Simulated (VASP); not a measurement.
**VASP 6.6.1 run: KBr**

INCAR

```
PREC = Accurate
NELM = 120
ISIF = 2
NBANDS = 15
SIGMA = 0.01
LCHARG = .FALSE.
LREAL = .FALSE.
ENCUT = 520
EDIFF = 1E-7
ISMEAR = 0
NELECT = 16.02
LWAVE = .FALSE.
NSW = 0
IBRION = -1
LASPH = .TRUE.
METAGGA = R2SCAN
ALGO = Normal
```

KPOINTS

```
KPOINTS created by Atomic Simulation Environment
0
Gamma
6 6 6
0 0 0
```

POSCAR

```
K  Br
 1.0000000000000000
     4.1194005042999997    0.0000000000000000    0.0000000000000000
     0.0000000000000000    3.9762553129999998    0.0000000000000000
     0.0000000000000000    0.0000000000000000    3.9762553129999998
 K   Br
   1   1
Cartesian
  0.0000000000000000  0.0000000000000000  0.0000000000000000
  2.0597002521499999  1.9881276564999999  1.9881276564999999
```

The recommended PBE PAW datasets give the neutral cell 16 valence electrons.

Command

```
mpirun -np 1 vasp_std
```

Q: How does this run end, and what does it give?

A: It converged. Results: pressure -0.2 GPa.

OSZICAR

```
N       E                     dE             d eps       ncg     rms          rms(c)
DAV:   1     0.789123127454E+02    0.78912E+02   -0.72122E+03  1200   0.971E+02
DAV:   2    -0.209399942725E+02   -0.99852E+02   -0.92956E+02  1587   0.241E+02
DAV:   3    -0.266081320540E+02   -0.56681E+01   -0.56338E+01  1700   0.489E+01
DAV:   4    -0.268174739194E+02   -0.20934E+00   -0.20929E+00  1745   0.831E+00
DAV:   5    -0.268191907623E+02   -0.17168E-02   -0.17167E-02  1719   0.840E-01    0.288E+00
DAV:   6    -0.230953203070E+02    0.37239E+01   -0.99722E-01  1714   0.855E+00    0.160E+00
DAV:   7    -0.230470959560E+02    0.48224E-01   -0.11925E-01  1613   0.237E+00    0.799E-01
DAV:   8    -0.230525337246E+02   -0.54378E-02   -0.11866E-02  1487   0.814E-01    0.417E-01
DAV:   9    -0.230555614988E+02   -0.30278E-02   -0.48148E-03  1417   0.655E-01    0.136E-01
DAV:  10    -0.230555209727E+02    0.40526E-04   -0.98280E-05  1635   0.765E-02    0.783E-02
DAV:  11    -0.230556011932E+02   -0.80220E-04   -0.99465E-05  1417   0.952E-02    0.126E-02
DAV:  12    -0.230556003228E+02    0.87042E-06   -0.19315E-06  1989   0.113E-02    0.459E-03
DAV:  13    -0.230555999124E+02    0.41031E-06   -0.36851E-07  1389   0.522E-03    0.519E-04
DAV:  14    -0.230555999602E+02   -0.47754E-07   -0.20437E-08  1321   0.118E-03
   1 F= -.23055600E+02 E0= -.23055555E+02  d E =-.896466E-04
```

The cell is charged and sits in a uniform background.

For comparison, a separate r²SCAN run of the intended cell, on usual settings and not on those above, gives a gap of 4.57 eV on its mesh and a pressure of -0.6 GPa.
